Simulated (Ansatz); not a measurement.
# BN (Qingsongite): the cost of one run

Computed with Ansatz 0.2.0 (DFT, PBE, plane-wave PAW, default files, scalar-relativistic, as far as a step names no other, unless a step's input says otherwise).

1 further run of the same task is left out (it didn't finish).

### Step 1. The starting structure

It takes space group F-43m (No. 216, cubic). The conventional cell has a = 3.615 Å, b = 3.615 Å, c = 3.615 Å, α = 90.00°, β = 90.00°, γ = 90.00°. Around B (site symmetry -43m) lie 4 N at 1.57 Å. N (site symmetry -43m) has 4 B at 1.57 Å as nearest neighbours.

As a file:

```cif
data_structure
_symmetry_space_group_name_H-M 'F-43m'
_symmetry_Int_Tables_number 216
_cell_length_a 3.6150
_cell_length_b 3.6150
_cell_length_c 3.6150
_cell_angle_alpha 90.000
_cell_angle_beta 90.000
_cell_angle_gamma 90.000
_cell_volume 47.24
loop_
_atom_site_label
_atom_site_type_symbol
_atom_site_symmetry_multiplicity
_atom_site_Wyckoff_symbol
_atom_site_fract_x
_atom_site_fract_y
_atom_site_fract_z
_atom_site_occupancy
B1 B 4 a 0.00000 0.00000 0.00000 1
N1 N 4 d 0.25000 0.25000 0.75000 1
```

The earlier run gave: gap on the mesh 4.47 eV, largest force 0.000 eV/Å, pressure 3.0 GPa.

The printed gradients, by site:

| site | atoms | first shell | V_zz (10²¹ V/m²) | η | C_Q (MHz) |
| --- | --- | --- | --- | --- | --- |
| B | 1 | 4 N at 1.57 Å | 0.00 | – | 0 (¹¹B) |
| N | 2 | 4 B at 1.57 Å | 0.00 | – | 0 (¹⁴N) |

V_zz is the principal component of the electric field gradient with the largest magnitude, η = (V_xx − V_yy)/V_zz and C_Q = eQV_zz/h. Nuclear quadrupole moments: year-2017 set (Pyykkö).

### Step 2. Ions relaxed at fixed cell

The input, input.yaml:

```yaml
crystal:
  lattice:
    - [0.0, 1.8075, 1.8075]
    - [1.8075, 0.0, 1.8075]
    - [1.8075, 1.8075, 0.0]
  atoms:
    - { symbol: B, position: [0.0, 0.0, 0.0] }
    - { symbol: "N", position: [0.25, 0.25, 0.25] }
kpoints:
  mp_grid: { grid: [14, 14, 14] }
scf:
  occupations: { method: fermi_dirac, width: 0.02 }
hamiltonian:
  xc: pbe
  pseudopotentials: { kind: paw }
output:
  forces: true
  stress: true
  populations: true
  efg:
    quadrupole_moments_barn: { B: 0.04059, "N": 0.02044 }
    contact_densities: true
  write_density: true
  write_potential: true
  elf: true
  volumetric_format: npy
relax:
  f_tol: 0.02
  max_steps: 60
```

On the command line:

```sh
$ ansatz run input.yaml --threads 1 --pin off --max-ram 3072MiB --backend cpu --events-out ev --progress --plain --runs-dir out
```

Q: Estimate wall time and peak memory on 1 thread of Intel Xeon Platinum 8488C (Sapphire Rapids), shared host.

About 2 s, with a peak of 0.37 GiB.
